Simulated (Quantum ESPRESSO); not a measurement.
## KBr: zone-centre phonons and dielectric response under several settings

```
CELL_PARAMETERS angstrom
0.00000 3.30000 3.30000
3.30000 0.00000 3.30000
3.30000 3.30000 0.00000
ATOMIC_POSITIONS crystal
Br 0.50000 0.50000 0.50000
K 0.00000 0.00000 0.00000
```

All runs used Quantum ESPRESSO 7.5; k mesh 4 × 4 × 4, shifted; relaxed cell; no spin polarisation; occupations smeared at first, fixed for the response.

```tsv
level	potentials	cutoff (eV)	volume (Å³/atom)	lowest optical mode without the field (cm⁻¹)	highest mode with the field (cm⁻¹)	ε∞ (mean)	ε0 (mean)	Born charge of atom 1 (e)
LDA	PseudoDojo 0.4.1 SR LDA standard	980	32.31	130	172	2.76	4.8	-1.10
PBE	PseudoDojo 0.4.1 SR PBE standard	1007	37.64	100	151	2.50	5.7	-1.14
AM05	PseudoDojo 0.4.1 SR PBE standard	1007	37.12	97	150	2.51	6.0	-1.14
revPBE	PseudoDojo 0.4.1 SR PBE standard	1007	40.76	84	142	2.36	6.7	-1.15
PW91	PseudoDojo 0.4.1 SR PBE standard	1007	37.56	98	150	2.50	5.8	-1.14
vdW-DF-cx	PseudoDojo 0.4.1 SR PBE standard	1007	?	?	?	?	?	?
```

Q: What stands in the row left open?

A: Volume 36.04 Å³/atom; lowest optical mode without the field 114 cm⁻¹; highest mode with the field 161 cm⁻¹; ε∞ 2.55; ε0 5.1; Born charge of atom 1 -1.12 e.

Caveats: the potentials were made for another functional, which shifts forces and pressure (some runs).

For the row left open. Caveat: the potentials were made for another functional, which shifts forces and pressure.
